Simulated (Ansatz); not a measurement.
Crystal: KBr.

```
Br K
1.0
     0.00000    3.30000    3.30000
     3.30000    0.00000    3.30000
     3.30000    3.30000    0.00000
Br K
1 1
Direct
  0.50000 0.50000 0.50000
  0.00000 0.00000 0.00000
```

Program: Ansatz 0.2.0. Alike in all runs: potentials or basis Ansatz PAW; cell as given; cutoff (eV) 420.

Problem. Order these runs on this cell by their band gap on the k mesh, lowest first.
A. level revPBE+D4; spin SOC, no magnetisation; k mesh 7 × 7 × 7; smearing tetrahedron
B. level B3LYP; spin SOC, no magnetisation; k mesh 5 × 5 × 5; smearing gaussian 0.02 eV
C. level B3LYP+D3(BJ)+ATM; spin off; k mesh 4 × 4 × 4; smearing gaussian 0.02 eV; points for each segment of the path 4

Solution. A (4.56 eV), B (5.73 eV), C (5.91 eV).

Caveats: odd divisions of the mesh miss points on the zone boundary, where band edges often lie, so the gap on the mesh can be too wide (some runs); with tetrahedron occupations forces and stress needn't match the slope of the energy (some runs).

A k mesh can miss the band edges, odd and even meshes differently.
